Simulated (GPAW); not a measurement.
# ZrN (Fm-3m) in GPAW: convergence with grid spacing (A)

Aim: find how far grid spacing (A) must go before the results for ZrN settle, at PBE. This setting moves, with any that are tied to it; all else stays.

Everything below comes from runs of GPAW 26.7.0. Logs are shortened: lines on timing, memory, paths and dates and some standing lists are left out, and cuts for length are marked. The log counts tension as positive stress, the text compression.

### 1 The crystal as given

Symmetry: Fm-3m, No. 225, cubic system. Conventional cell: a = 4.600 Å, b = 4.600 Å, c = 4.600 Å, α = 90.00°, β = 90.00°, γ = 90.00°. Zr (site symmetry m-3m) has 6 N at 2.30 Å as nearest neighbours. N (site symmetry m-3m) is surrounded by 6 Zr at 2.30 Å.

### 2 With grid spacing (A) 0.26

File run.py:

```python
from ase import Atoms
from ase.dft.bandgap import bandgap
from ase.io import write
from gpaw import GPAW

atoms = Atoms(['Zr', 'N'],
              cell=[[0.0, 2.3, 2.3],
                    [2.3, 0.0, 2.3],
                    [2.3, 2.3, 0.0]],
              scaled_positions=[[0.5, 0.5, 0.5],
                                [0.0, 0.0, 0.0]],
              pbc=True)

calc = GPAW(mode='fd',
            h=0.26,
            xc='PBE',
            kpts={'size': (10, 10, 10), 'gamma': True},
            occupations={'name': 'fermi-dirac', 'width': 0.05},
            nbands=19,
            convergence={'density': 1e-05, 'energy': 1e-05},
            maxiter=100,
            txt='gpaw.txt')
atoms.calc = calc
energy = atoms.get_potential_energy()
forces = atoms.get_forces()
calc.write('gs.gpw')
write('result.traj', atoms)
print(f'Energy: {energy:.6f} eV')
print('Forces (eV/A):')
print(forces.round(4))
print('Fermi level:', round(calc.get_fermi_level(), 4), 'eV')
print(f'Gap: {bandgap(calc)[0]:.4f} eV, direct: {bandgap(calc, direct=True)[0]:.4f} eV')
```

Potentials or basis: GPAW PAW data sets (gpaw-data 1.2.1), fd.

Started as:

```
> OMP_NUM_THREADS=1 python run.py
```

Run time: 17 s. Hardware: 1 thread of Arm Neoverse V2, shared host; peak memory 0.18 GiB.

What came out:

```yaml
Free_energy: -19.6833 eV
Band_gap_on_the_k_mesh: none (metal or under the smearing width)
```

### 3 With grid spacing (A) 0.23

run.py: that of step 2 with these lines changed.

```diff
@@ -14,3 +14,3 @@
 calc = GPAW(mode='fd',
-            h=0.26,
+            h=0.23,
             xc='PBE',
```

Potentials or basis: GPAW PAW data sets (gpaw-data 1.2.1), fd.

Started as:

```
> OMP_NUM_THREADS=1 python run.py
```

It took 17 s on 1 thread of Arm Neoverse V2, shared host; peak memory 0.18 GiB.

Results:

* Free energy: -19.6833 eV
* Band gap on the k mesh: none (metal or under the smearing width)

### 4 With grid spacing (A) 0.2

run.py: that of step 3 with these lines changed.

```diff
@@ -14,3 +14,3 @@
 calc = GPAW(mode='fd',
-            h=0.23,
+            h=0.2,
             xc='PBE',
```

Started as:

```
> OMP_NUM_THREADS=1 python run.py
```

Run time: 17 s. Hardware: 1 thread of Arm Neoverse V2, shared host; peak memory 0.18 GiB.

It converged, with:

- Free energy: -19.6833 eV
- Band gap on the k mesh: none (metal or under the smearing width)

### 5 With grid spacing (A) 0.18

run.py: that of step 4 with these lines changed.

```diff
@@ -14,3 +14,3 @@
 calc = GPAW(mode='fd',
-            h=0.2,
+            h=0.18,
             xc='PBE',
```

Started as:

```
> OMP_NUM_THREADS=1 python run.py
```

Run time: 36 s. Hardware: 1 thread of Arm Neoverse V2, shared host; peak memory 0.27 GiB.

It converged, with:

```yaml
Free_energy: -19.4361 eV
Band_gap_on_the_k_mesh: none (metal or under the smearing width)
```

### 6 With grid spacing (A) 0.16

run.py: that of step 5 with these lines changed.

```diff
@@ -14,3 +14,3 @@
 calc = GPAW(mode='fd',
-            h=0.18,
+            h=0.16,
             xc='PBE',
```

Potentials or basis: GPAW PAW data sets (gpaw-data 1.2.1), fd.

Started as:

```
> OMP_NUM_THREADS=1 python run.py
```

It took 37 s on 1 thread of Arm Neoverse V2, shared host; peak memory 0.27 GiB.

It converged, with:

```
Free energy            : -19.4361 eV
Band gap on the k mesh : none (metal or under the smearing width)
```

### 7 With grid spacing (A) 0.14

run.py: that of step 6 with these lines changed.

```diff
@@ -14,3 +14,3 @@
 calc = GPAW(mode='fd',
-            h=0.16,
+            h=0.14,
             xc='PBE',
```

Started as:

```
> OMP_NUM_THREADS=1 python run.py
```

Wall time 64 s (1 thread of Arm Neoverse V2, shared host); peak memory 0.41 GiB.

It converged, with:

| Property | Result |
| --- | --- |
| Free energy | -19.4056 eV |
| Band gap on the k mesh | none (metal or under the smearing width) |

### 8 With grid spacing (A) 0.12

run.py: that of step 7 with these lines changed.

```diff
@@ -14,3 +14,3 @@
 calc = GPAW(mode='fd',
-            h=0.14,
+            h=0.12,
             xc='PBE',
```

Potentials or basis: GPAW PAW data sets (gpaw-data 1.2.1), fd.

Started as:

```
> OMP_NUM_THREADS=1 python run.py
```

gpaw.txt:

```text
__  _  _
 | _ |_)|_||  |
 |__||  | ||/\| - 26.7.0

Input parameters:
  mode=FD(),
  convergence={'density': 1e-05, 'energy': 1e-05},
  h=0.12,
  kpts=MonkhorstPack(size=(10, 10, 10), gamma=True),
  maxiter=100,
  nbands=19,
  occupations=Occupations(name='fermi-dirac', width=0.05),
  xc=XC(name='PBE')

Diagonalizing LCAO Hamiltonian
Converting LCAO to fd mode

              Zr

       N

Atoms  # Å, Bohr magnetons
|   | symbol |        x |        y |        z |    initial magnetic moments |
|---|--------|----------|----------|----------|-----------------------------|
| 0 |     Zr | 2.300000 | 2.300000 | 2.300000 | ( 0.0000,  0.0000,  0.0000) |
| 1 |      N | 0.000000 | 0.000000 | 0.000000 | ( 0.0000,  0.0000,  0.0000) |

Unit cell  # Å
| periodic |        x |        y |        z |  lengths |    angles |
|----------|----------|----------|----------|----------|-----------|
|      yes | 0.000000 | 2.300000 | 2.300000 | 3.252691 | 60.000000 |
|      yes | 2.300000 | 0.000000 | 2.300000 | 3.252691 | 60.000000 |
|      yes | 2.300000 | 2.300000 | 0.000000 | 3.252691 | 60.000000 |

Number of symmetries: 48
Symmetry operations  # r_c * U_cc + t_c -> r_c
|    | kind |            matrix            |
|----|------|------------------------------|
|  0 |  σ   |  1, 0, 0,  1, 0,-1,  1,-1, 0 |
|  1 |  C2  |  1, 0, 0,  1,-1, 0,  1, 0,-1 |
|  2 |  E   |  1, 0, 0,  0, 1, 0,  0, 0, 1 |
|  3 |  σ   |  1, 0, 0,  0, 0, 1,  0, 1, 0 |
|  4 |  C4  |  1, 0,-1,  1, 0, 0,  1,-1, 0 |
|  5 |  S6  |  1, 0,-1,  1,-1, 0,  1, 0, 0 |
|  6 |  σ   |  1, 0,-1,  0, 1,-1,  0, 0,-1 |
|  7 |  C3  |  1, 0,-1,  0, 0,-1,  0, 1,-1 |
|  8 |  S6  |  1,-1, 0,  1, 0, 0,  1, 0,-1 |
|  9 |  C4  |  1,-1, 0,  1, 0,-1,  1, 0, 0 |
| 10 |  C3  |  1,-1, 0,  0,-1, 1,  0,-1, 0 |
| 11 |  σ   |  1,-1, 0,  0,-1, 0,  0,-1, 1 |
| 12 |  σ   |  0, 1, 0,  1, 0, 0,  0, 0, 1 |
| 13 |  C4  |  0, 1, 0,  0, 1,-1, -1, 1, 0 |
| 14 |  C3  |  0, 1, 0,  0, 0, 1,  1, 0, 0 |
| 15 |  S6  |  0, 1, 0, -1, 1, 0,  0, 1,-1 |
| 16 |  C2  |  0, 1,-1,  1, 0,-1,  0, 0,-1 |
| 17 |  σ   |  0, 1,-1,  0, 1, 0, -1, 1, 0 |
| 18 |  S4  |  0, 1,-1,  0, 0,-1,  1, 0,-1 |
| 19 |  C4  |  0, 1,-1, -1, 1, 0,  0, 1, 0 |
| 20 |  C3  |  0, 0, 1,  1, 0, 0,  0, 1, 0 |
| 21 |  σ   |  0, 0, 1,  0, 1, 0,  1, 0, 0 |
| 22 |  S6  |  0, 0, 1,  0,-1, 1, -1, 0, 1 |
| 23 |  C4  |  0, 0, 1, -1, 0, 1,  0,-1, 1 |
| 24 |  S4  |  0, 0,-1,  1, 0,-1,  0, 1,-1 |
| 25 |  C3  |  0, 0,-1,  0, 1,-1,  1, 0,-1 |
| 26 |  C2  |  0, 0,-1,  0,-1, 0, -1, 0, 0 |
| 27 |  S6  |  0, 0,-1, -1, 0, 0,  0,-1, 0 |
| 28 |  S4  |  0,-1, 1,  1,-1, 0,  0,-1, 0 |
| 29 |  C4  |  0,-1, 1,  0, 0, 1, -1, 0, 1 |
| 30 |  C2  |  0,-1, 1,  0,-1, 0,  1,-1, 0 |
| 31 |  σ   |  0,-1, 1, -1, 0, 1,  0, 0, 1 |
| 32 |  C3  |  0,-1, 0,  1,-1, 0,  0,-1, 1 |
| 33 |  S6  |  0,-1, 0,  0, 0,-1, -1, 0, 0 |
| 34 |  S4  |  0,-1, 0,  0,-1, 1,  1,-1, 0 |
| 35 |  C2  |  0,-1, 0, -1, 0, 0,  0, 0,-1 |
| 36 |  C2  | -1, 1, 0,  0, 1, 0,  0, 1,-1 |
| 37 |  S6  | -1, 1, 0,  0, 1,-1,  0, 1, 0 |
| 38 |  S4  | -1, 1, 0, -1, 0, 1, -1, 0, 0 |
| 39 |  C3  | -1, 1, 0, -1, 0, 0, -1, 0, 1 |
| 40 |  S6  | -1, 0, 1,  0, 0, 1,  0,-1, 1 |
| 41 |  C2  | -1, 0, 1,  0,-1, 1,  0, 0, 1 |
| 42 |  C3  | -1, 0, 1, -1, 1, 0, -1, 0, 0 |
| 43 |  S4  | -1, 0, 1, -1, 0, 0, -1, 1, 0 |
| 44 |  C2  | -1, 0, 0,  0, 0,-1,  0,-1, 0 |
| 45 |  i   | -1, 0, 0,  0,-1, 0,  0, 0,-1 |
| 46 |  σ   | -1, 0, 0, -1, 1, 0, -1, 0, 1 |
| 47 |  C2  | -1, 0, 0, -1, 0, 1, -1, 1, 0 |

BZ-sampling:
  Number of BZ points: 1000
  Number of IBZ points: 47

  Monkhorst-Pack size: [10, 10, 10]
  Monkhorst-Pack shift: [0.05, 0.05, 0.05]

K-points  # in reciprocal-cell coordinates
|     |                                coordinates |     weight |
|-----|--------------------------------------------|------------|
|   0 | (  0.00000000,   0.00000000,   0.00000000) | 0.00100000 |
|   1 | (  0.10000000,   0.10000000,   0.00000000) | 0.00600000 |
|   2 | (  0.10000000,   0.10000000,   0.10000000) | 0.00800000 |
|   3 | (  0.20000000,   0.10000000,   0.10000000) | 0.01200000 |
|   4 | (  0.20000000,   0.20000000,   0.00000000) | 0.00600000 |
|   5 | (  0.20000000,   0.20000000,   0.10000000) | 0.02400000 |
|   6 | (  0.20000000,   0.20000000,   0.20000000) | 0.00800000 |
|   7 | (  0.30000000,   0.20000000,   0.10000000) | 0.02400000 |
|   8 | (  0.30000000,   0.20000000,   0.20000000) | 0.02400000 |
|   9 | (  0.30000000,   0.30000000,   0.00000000) | 0.00600000 |
| ... |                                            |            |
|  46 | (  0.50000000,   0.50000000,   0.50000000) | 0.00400000 |

Uniform wave function grid shape: (np.int64(24), np.int64(24), np.int64(24))
Spin-components: 1 (collinear spins)
Bands:           19
Projectors:      11
Spin-degeneracy: 2
Datatype:        complex128

Parallelization:
  kpt:    1
  domain: 1
  band:   1

Density:
  Valence electrons: 17.0
  Components: 1
  Grid points: [24 24 24]
  Charge: 0.0  # |e|

Potential:
  Grid points: [24 24 24]

species:
  Zr:
    name:    Zirconium
    Z:       40.0
    valence: 12
    core:    28
    charge:  0.0  # [|e|]
    compensation charges:
      type: gauss
      rc: 0.40  # [Å]
      lmax: 2
    cutoffs:
      filter: 2.39  # [Å]
      core: 1.59  # [Å]
    projectors
    | kind |    occ | energy [eV] | rcut [Å] |
    |------|--------|-------------|----------|
    |   4s |  2.000 |     -54.478 |    1.323 |
    |   5s |  2.000 |      -4.438 |    1.323 |
    |   4p |  6.000 |     -32.467 |    1.334 |
    |   5p |  0.000 |      -1.470 |    1.334 |
    |   4d |  2.000 |      -3.600 |    1.244 |
    |    d |        |      23.611 |    1.244 |

    Using partial waves for Zr as LCAO basis

  N:
    name:    Nitrogen
    Z:       7.0
    valence: 5
    core:    2
    charge:  0.0  # [|e|]
    compensation charges:
      type: gauss
      rc: 0.18  # [Å]
      lmax: 2
    cutoffs:
      filter: 1.11  # [Å]
      core: 0.96  # [Å]
    projectors
    | kind |    occ | energy [eV] | rcut [Å] |
    |------|--------|-------------|----------|
    |   2s |  2.000 |     -18.583 |    0.603 |
    |   2p |  3.000 |      -7.089 |    0.529 |
    |    s |        |       8.629 |    0.603 |
    |    p |        |      20.123 |    0.529 |
    |    d |        |       0.000 |    0.577 |

    Using partial waves for N as LCAO basis

Reference energy: -99375.292739  # eV

eigensolver:
  PPCG
  Converge bands: occupied
  niter=2

density mixing:
  MSR1-Mixer
  Pratt-step length: 0.05
  Maximum mixing coefficient: 0.75
  Old densities: 10
  SVD Regularization: 0.005
  Good broyden scale: 1.0
  Trust region scale: 1.0
  Backstep threshold: 4.0
  History deletion threshold: 6.0
  Fourier metric: weight=20.0, sigma=0.015

occupation numbers:
  Fermi-Dirac:
    width: 0.0500  # eV

FastPoissonSolver using
    Stencil: 12*3+1=37 point O(h^6) finite-difference Laplacian
    FFT axes: [np.int64(0), np.int64(1), np.int64(2)]
    FST axes: []

xc functional:
  name: PBE with 2 nearest neighbor stencil
interpolation: tri-quintic # 5. degree polynomial

convergence criteria:
- Maximum integral of absolute [dens]ity change: 1e-05 electrons / valence electron
- Maximum [total energy] change in last 3 cyles: 1e-05 eV / valence electron
- Maximum integral of absolute [eigenst]ate change: 4e-08 eV^2 / valence electron
maximum number of iterations: 100

SCF iterations
|iter     | |      energy | eigst |  dens |
|---------|-|-------------|-------|-------|
|iter:   1| |  -21.251231 | +0.71 |       |
|iter:   2| |  -20.675878 | -0.61 | -0.89 |
|iter:   3| |  -19.391227 | -0.52 | -0.95 |
|iter:   4| |  -19.392206 | -1.95 | -1.62 |
|iter:   5| |  -19.396138 | -2.37 | -1.81 |
|iter:   6| |  -19.395878 | -3.60 | -2.87 |
|iter:   7| |  -19.395884 | -4.79 | -3.51 |
|iter:   8| |  -19.395885c| -5.96 | -3.97 |
|iter:   9| |  -19.395886c| -7.37 | -5.04c|
|iter:  10| |  -19.395886c| -7.94c| -5.66c|

Converged in 10 steps
Energy contributions relative to reference atoms: (reference = -99375.292739)

Energy contributions:
  Kinetic:          13.578378
  Coulomb:         -15.778966
  Zero:              0.489745
  External:          0.000000
  Xc:              -17.681838
  Entropy:          -0.006410
  Spinorbit:         0.000000
  ----------------------------
  Free energy:     -19.399090
  Extrapolated:    -19.395886

dipole moment: (-11.424350, -11.424350, -11.424350)  # |e|*Ang

Fermi level: 12.813
Eigenvalues  # (at kpt = [0.000, 0.000, 0.000])
| band index |      eig [eV] | occ [0-2] |
|------------|---------------|-----------|
|          0 |       -36.835 |     2.000 |
|        ... |               |           |
|          3 |       -14.476 |     2.000 |
|          4 |        -3.456 |     2.000 |
|          5 |        10.122 |     2.000 |
|          6 |        10.122 |     2.000 |
|          7 |        10.126 |     2.000 |
|          8 |        12.387 |     2.000 |
[... 8 lines left out ...]
|         17 |        35.017 |     0.000 |
|         18 |        37.409 |     0.000 |

No gap
No difference between direct/indirect transitions

Forces  # eV/Ang
|       x |        y |        z |
|---------|----------|----------|
| 0.00000 | -0.00000 | -0.00000 |  # Zr   0
| 0.00000 |  0.00000 |  0.00000 |  # N    1

# Writing to gs.gpw (mode='')
```

stdout:

```text
Energy: -19.395886 eV
Forces (eV/A):
[[ 0. -0. -0.]
 [ 0.  0.  0.]]
Fermi level: 12.8131 eV
Gap: 0.0000 eV, direct: 0.0000 eV
```

It took 1.8 min on 1 thread of Arm Neoverse V2, shared host; peak memory 0.63 GiB.

What came out:

- Free energy: -19.3991 eV
- Band gap on the k mesh: none (metal or under the smearing width)

### 9 Summary

| grid spacing (A) | energy less the tightest run, at zero smearing (meV/atom) | SCF cycles | CPU time (s) | peak memory (GiB) |
| --- | --- | --- | --- | --- |
| 0.26 | -142.04 | 10 | 17 | 0.18 |
| 0.23 | -142.04 | 10 | 17 | 0.18 |
| 0.2 | -142.04 | 10 | 17 | 0.18 |
| 0.18 | -18.48 | 10 | 36 | 0.27 |
| 0.16 | -18.48 | 10 | 36 | 0.27 |
| 0.14 | -3.25 | 10 | 64 | 0.41 |
| 0.12 | 0.00 | 10 | 110 | 0.63 |

Not settled before the last step: the energy (to 1 meV/atom). The tightest run that finished is the yardstick and may itself not be fully converged.

Caveats: the real-space grid adds noise to forces.
